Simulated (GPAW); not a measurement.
Runs of GPAW 26.7.0 on CuO (Tenorite). Symmetry: C2/c, No. 15, monoclinic system. The conventional cell has a = 4.684 Å, b = 3.423 Å, c = 5.129 Å, α = 90.00°, β = 99.54°, γ = 90.00°. Cu (site symmetry -1) is surrounded by 4 O at 1.95 to 1.96 Å. Around O (site symmetry 2) lie 4 Cu at 1.95 to 1.96 Å. 

| task | level | potentials or basis | k mesh | cutoff (eV) | maxiter | convergence | band path | band points | mesh quality | gap on the mesh (eV) | pressure (GPa) | largest force (eV/Å) |
| --- | --- | --- | --- | --- | --- | --- | --- | --- | --- | --- | --- | --- |
| single point | PBE | GPAW PAW data sets (gpaw-data 1.2.1), pw | 6 × 6 × 3 | 650 | 120 | default | - | - | coarse | none | (a) | 0.17 |
| band structure | LDA | the program's PAW data sets (release 1.2.1) made for this functional, pw | 6 × 6 × 4 | 800 | 150 | - | GYFLI,I1ZF1,YX1,XGN,MG | 100 | coarse | - | (b) | 0.43 |
| single point | PBEsol | PAW data sets generated in the run's folder for this functional, pw | 10 × 10 × 5 | 800 | 150 | - | - | - | not flagged | none | -0.1 | 0.26 |
| band structure | PBEsol | PAW data sets generated in the run's folder for this functional, pw | 6 × 6 × 4 | 800 | 150 | - | GYFLI,I1ZF1,YX1,XGN,MG | 100 | coarse | - | -0.1 | 0.29 |

Alike in all rows: no spin polarisation; cell as given; smearing fermi-dirac 0.05 eV.

Problem. Estimate the missing entries.

Solution. (a) 6.0; (b) -8.1.

Caveats: some runs use coarse meshes; with this Cu data set, volumes or pressures lay over 1.5 % or 2 GPa off other programs in two to four cells of ten; the run has no spin polarisation, though such a crystal can be magnetic; semilocal functionals often make such compounds metallic where correlation or magnetic order opens a gap, which also shifts bond lengths; the cutoff is short for stress and forces, so pressures can be off by a GPa or more (some runs).

A gap of «none» marks a metal or a gap under the smearing width.
